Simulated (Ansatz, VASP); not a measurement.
## ZnSe in VASP and in Ansatz

The input INCAR:

```
ALGO = Normal
EDIFF = 1E-6
ENCUT = 520
GGA = PE
ISIF = 2
ISMEAR = -1
LASPH = T
LCHARG = F
LREAL = F
LWAVE = F
NBANDS = 16
NELM = 80
PREC = Accurate
SIGMA = 0.05
```

Contents of KPOINTS:

```
k-points
0
Gamma
  8 8 8
```

Contents of POSCAR:

```
ZnSe
1.0
    0.0000000000      2.8353109284      2.8353109284
    2.8353109284      0.0000000000      2.8353109284
    2.8353109284      2.8353109284      0.0000000000
Zn Se
1 1
Direct
    0.0000000000      0.0000000000      0.0000000000
    0.7500000000      0.7500000000      0.7500000000
```

Input for Ansatz:

```yaml
crystal:
  lattice:
    - [0.0, 2.8353109284, 2.8353109284]
    - [2.8353109284, 0.0, 2.8353109284]
    - [2.8353109284, 2.8353109284, 0.0]
  atoms:
    - { symbol: Zn, position: [0.0, 0.0, 0.0] }
    - { symbol: Se, position: [0.75, 0.75, 0.75] }
basis:
  ecutwfc: 420
kpoints:
  mp_grid: { grid: [8, 8, 8] }
hamiltonian:
  xc: pbe
scf:
  occupations: { method: fermi_dirac, width: 0.15 }
  algorithm: direct_min
output:
  forces: true
  eigenvalues: true
  stress: true
```

Alike in both runs: task single point; functional PBE; k mesh 8 × 8 × 8; no spin polarisation.

|  | VASP | Ansatz |
| --- | --- | --- |
| version | VASP 6.6.1 | Ansatz 0.2.0 |
| potentials or method | VASP PAW PBE potentials, release 64 (Zn, Se) | scalar-relativistic, plane waves, PAW |
| plane-wave cutoff (eV) | 520 | 420 |
| occupations | fermi-dirac, width 0.05 eV | fermi-dirac, width 0.15 eV |
| valence electrons in the cell | 18 | 28 |

VASP gave:

```
gap on the k mesh at the Fermi level (eV) : 1.28
pressure (GPa)                            : 2.2
```

Task: Which values does Ansatz return?

Result: gap on the k mesh at the Fermi level (eV): 1.28; pressure (GPa): 2.0.

The two sets of potentials don't hold the same shells in valence.

PBE gaps usually lie below the measured ones, often by a third to a half.
